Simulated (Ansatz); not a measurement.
TePt, 2 atoms in the cell. Symmetry: P-6m2, No. 187, hexagonal system. The conventional cell has a = 3.955 Å, b = 3.955 Å, c = 3.860 Å, α = 90.00°, β = 90.00°, γ = 120.00°. Around Pt (site symmetry -6m2) lie 6 Te at 2.99 Å. Around Te (site symmetry -6m2) lie 6 Pt at 2.99 Å. Measurements of this composition are mostly on another form, of space group No. 166.

```yaml
Program: Ansatz 0.2.0
Task: relaxation of cell and atoms
Functional: B3LYP
Potentials_or_basis: Ansatz PAW
Cutoff: "420 eV (not typed: the program's choice for these potentials)"
k_mesh: 4 × 4 × 4
Occupations: fermi-dirac, width 0.05 eV
Spin: no spin polarisation
```

Hardware: 1 × NVIDIA H100 80GB HBM3 with 2 threads of AMD EPYC 7R13 Processor (Zen 3), on a shared host.

**Question.** Estimate the wall time of this run.

**Answer.** Wall time 31 s on 1 × NVIDIA H100 80GB HBM3 with 2 threads of AMD EPYC 7R13 Processor (Zen 3) (shared host), peak memory 1.8 GiB. Counts: scf iterations 98, plane waves 935, k points 12, bands 21, ion steps 6.
